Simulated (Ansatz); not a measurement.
# WC: the crystal squeezed far

An exercise on one series of results from a longer session: the logs are not shown, and one member is left open.

Program: Ansatz 0.2.0. Level of theory: DFT, PBE, PAW with Ansatz's default frozen-core files, scalar-relativistic. These are calculated values, not measurements.

### The starting structure

Symmetry: Pm-3m, No. 221, cubic system. The conventional cell has a = 2.768 Å, b = 2.768 Å, c = 2.768 Å, α = 90.00°, β = 90.00°, γ = 90.00°. W (site symmetry m-3m) is surrounded by 8 C at 2.40 Å. C (site symmetry m-3m) is surrounded by 8 W at 2.40 Å.

Structure file:

```cif
data_structure
_symmetry_space_group_name_H-M 'P 1'
_symmetry_Int_Tables_number 1
_cell_length_a 2.7677
_cell_length_b 2.7677
_cell_length_c 2.7677
_cell_angle_alpha 90.000
_cell_angle_beta 90.000
_cell_angle_gamma 90.000
_cell_volume 21.20
loop_
_atom_site_label
_atom_site_type_symbol
_atom_site_fract_x
_atom_site_fract_y
_atom_site_fract_z
_atom_site_occupancy
W1 W 0.00000 0.00000 0.00000 1
C1 C 0.50000 0.50000 0.50000 1
```

Whether this phase is the stable one at these pressures isn't tested.

Atoms are numbered in the order of the input: W1, C2.

The first run:

The input, input.yaml:

```yaml
crystal:
  lattice:
    - [2.7677457407, 0.0, 0.0]
    - [0.0, 2.7677457407, 0.0]
    - [0.0, 0.0, 2.7677457407]
  atoms:
    - { symbol: W, position: [0.0, 0.0, 0.0] }
    - { symbol: C, position: [0.5, 0.5, 0.5] }
kpoints:
  mp_grid: { grid: [15, 15, 15] }
scf:
  occupations: { method: fermi_dirac, width: 0.08 }
hamiltonian:
  xc: pbe
  pseudopotentials: { kind: paw }
output:
  forces: true
  stress: true
relax:
  f_tol: 0.005
  max_steps: 40
  cell: {}
```

The run is started by

```
> ansatz run input.yaml --threads 1 --pin off --max-ram 2048MiB --backend cpu --events-out ev --progress --plain --runs-dir out
```

Steps of the session up to this table: Cell relaxed at zero pressure, PAW; Volume scaled by 1, PAW; Volume scaled by 0.94, PAW; Volume scaled by 0.88, PAW; Volume scaled by 0.8, PAW; Volume scaled by 0.72, PAW; Volume scaled by 0.64, PAW; Volume scaled by 0.64, PAW (cutoff 800 eV); Volume scaled by 0.55, PAW; Volume scaled by 0.55, PAW (partial_waves polarizable).

One table of the session follows, with a row left open; its other results are not shown here.

```
                         method  volume over the first  volume (Å³/atom)  pressure (GPa)
                            PAW                      1            10.141            0.00
                            PAW                   0.94             9.532           25.85
                            PAW                   0.88                 ?               ?
                            PAW                    0.8             8.112          130.60
                            PAW                   0.72             7.301          238.06
                            PAW                   0.64             6.490          409.51
                            PAW                   0.55             5.577          745.57
            PAW (cutoff 800 eV)                   0.64             6.490          409.52
PAW (partial_waves polarizable)                   0.55             5.577          745.57
```

Estimate the missing values for PAW, 0.88.

As computed: volume (Å³/atom): 8.924; pressure (GPa): 61.40. In the column «volume (Å³/atom)» it lies between PAW, 0.8 (8.112) and PAW, 0.94 (9.532).
